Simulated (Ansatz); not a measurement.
What a change of settings does to a run on MnS

The structure comes from a relaxation in the same program, started in the zincblende type. Whether it is a known phase or the ground state wasn't checked. The listed cell was then made from it by scaling, straining or moving an atom.

First run: DFT, PBE, all-electron PAW with datasets made for the crystal, scalar-relativistic (Ansatz 0.2.0).

Command: `ansatz run input.yaml --threads 1 --pin off --max-ram 3072MiB --backend cpu --events-out ev --progress --plain --runs-dir out` The run took 48 s on 1 thread of Arm Neoverse V1, with other jobs on the host.

```yaml
crystal:
  lattice:
    - [0.0, 2.8750123589, 2.8750123589]
    - [2.8750123589, 0.0, 2.8750123589]
    - [2.8750123589, 2.8750123589, 0.0]
  atoms:
    - { symbol: Mn, position: [0.0, 0.0, 0.0], spin: 4.0 }
    - { symbol: S, position: [0.25, 0.25, 0.25] }
magnetization:
  spin_polarized: true
kpoints:
  mp_grid: { grid: [12, 12, 12] }
scf:
  occupations: { method: fermi_dirac, width: 0.05 }
hamiltonian:
  xc: pbe
  pseudopotentials: { kind: all_electron, datasets: crystal }
output:
  forces: true
  stress: true
  eigenvalues: true
  efg: { contact_densities: true }
```

Result: converged; pressure -2.86 GPa; moment 5.00 μB; 9 SCF iterations.

The input is then changed:

```diff
@@ -13,4 +13,5 @@
 scf:
   occupations: { method: fermi_dirac, width: 0.05 }
+  algorithm: direct_min
 hamiltonian:
   xc: pbe
```

(1) Predict the outcome of the changed run.

## Answers

(1) It was refused before any iteration. The program says:
```
Error: hamiltonian.pseudopotentials.datasets: crystal, beside a feature not held to (scf.algorithm: direct_min / scf.convergence.dm_fallback; scf.algorithm: direct_min) — the datasets of this kind: all_electron run are made for its crystal, and no such run has been held to what stands beside, or a reason given rules it out; change each as told or leave it out, or set another kind (and leave the keys of all_electron out)
```
